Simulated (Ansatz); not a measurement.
WC (Qusongite): single point with PBE

The system is WC (Qusongite).

```
W C
1.0
     2.90650    0.00000    0.00000
    -1.45325    2.51710    0.00000
     0.00000    0.00000    2.83660
W C
1 1
Direct
  0.00000 0.00000 0.00000
  0.66667 0.33333 0.50000
```

```json
{"Program": "Ansatz 0.2.0", "Task": "single point", "Functional": "PBE", "Potentials or basis": "Ansatz PAW", "Cutoff": "420 eV (not typed: the program's choice for these potentials)", "k mesh": "10 × 10 × 9", "Occupations": "gaussian, width 0.012 eV", "Spin": "no spin polarisation"}
```

```json
{
 "Pressure": "5.6 GPa",
 "Band gap on the k mesh": "none (metal or under the smearing width)"
}
```

Stress tensor (GPa, compression positive):
```
5.90 0.00 0.00
0.00 5.90 0.00
0.00 0.00 4.99
```

Levels at points of the mesh, in eV from the Fermi level:
```
            k point  band 7  band 8  band 9  band 10  band 11  band 12
 (0.00, 0.00, 0.00)   -3.35   -3.35    0.06     3.22     3.22     5.60
(0.00, -0.50, 0.00)   -3.64   -3.58   -0.48     2.33     4.52     4.86
```

Wall time 1.7 s on 2 threads of Intel(R) Xeon(R) Processor @ 2.70GHz, on a shared host, peak memory 0.32 GiB.

Caveat: the pressure holds a Pulay correction of +0.3 GPa for the finite cutoff. The run has no spin-orbit coupling, so splittings on W are missing.
